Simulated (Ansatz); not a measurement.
## Competing collinear orders in Co (P-3m1)

```
Co
1.0
     2.48736    0.00000    0.00000
    -1.24368    2.15412    0.00000
     0.00000    0.00000    4.06329
Co
2
Direct
  0.66667 0.33333 0.25986
  0.33333 0.66667 0.74014
```

The geometry is a structure from the Materials Project, held fixed and not relaxed.

Common settings: PBE, 15×15×8 k mesh, Fermi–Dirac smearing of 0.08 eV. PAW means Ansatz 0.2.0 on its default frozen-core files; LAPW is all-electron LAPW in Ansatz 0.2.0. Site moments are integrated in spheres about the atoms, whose radii differ between the methods. Start moments of the first PAW run (μB): Co1 2, Co2 2.

Energies count from the run that starts all moments parallel. Patterns list the atoms that start with 0.5 μB or more.

| start | ΔF PAW (meV/atom) | ΔF LAPW (meV/atom) | largest moment, PAW (μB) | M, PAW (μB/cell) | order at the end, PAW | P, PAW (GPa) |
| --- | --- | --- | --- | --- | --- | --- |
| Co1↑, Co2↑ | 0.0 | 0.0 | ? | 3.27 | kept | 0.7 |
| Co1↑, Co2↓ | +216.6 | +217.1 | ? | 0.00 | kept | -6.4 |
| no spin polarisation | +221.6 | – | 0.00 | 0.00 | – | -10.5 |

Problem. Fill in "largest moment, PAW (μB)" for the row "Co1↑, Co2↑".

Solution. 1.71.

Problem. What belongs in the row "Co1↑, Co2↓", column "largest moment, PAW (μB)"?

Solution. 0.88.

The lowest of these ends as follows. Site moments (μB): Co1 1.71, Co2 1.71. Cell moment 3.27 μB. Orders of other supercells weren't tried and can lie lower.

The Ansatz runs typed with the search for lower states off end where their start leads. None of this fixes the real material's magnetic order: only patterns that fit the cell were computed, at zero temperature, with a functional that can overstate moments.
